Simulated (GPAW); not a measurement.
Sn, 2 atoms in the cell. Symmetry: I4_1/amd, No. 141, tetragonal system. Conventional cell: a = 5.880 Å, b = 5.880 Å, c = 3.199 Å, α = 90.00°, β = 90.00°, γ = 90.00°. Sn (site symmetry -4m2) has 6 Sn at 3.05 to 3.20 Å as nearest neighbours. 

| Item | Value |
| --- | --- |
| Program | GPAW 26.7.0 |
| Task | energy-loss spectrum |
| Functional | GLLB-SC |
| Potentials or basis | the program's PAW data sets (release 1.2.1) made for this functional |
| Cutoff | 450 eV |
| Basis | pw |
| k mesh | 8 × 8 × 8 |
| Occupations | fermi-dirac, width 0.05 eV |
| Spin | no spin polarisation |
| Kernel | RPA |
| Eta | 0.1 eV |
| Response ecut | 70 eV |
| Domega0 | 0.1 eV |
| Maxiter | 150 |
| Response k mesh | 9 × 9 × 9 |
| Omega2 | 10 eV |
| Response bands | 70 |
| Q points | [[0.2222222222, 0.0, 0.0], [0.3333333333, 0.0, 0.0]] |

Potentials or basis: the program's PAW data sets (release 1.2.1) made for this functional, pw.

Launch:

```bash
$ OMP_NUM_THREADS=1 python run.py
```

Hardware: 1 thread of Intel(R) Xeon(R) Platinum 8259CL CPU @ 2.50GHz (Skylake/Cascade Lake), with other jobs on the host.

Question: Estimate the wall time of this run.

Answer: Run time: 8.5 min on 1 thread of Intel(R) Xeon(R) Platinum 8259CL CPU @ 2.50GHz (Skylake/Cascade Lake), with other jobs on the host, peak memory 0.43 GiB. Counts: scf iterations 35.
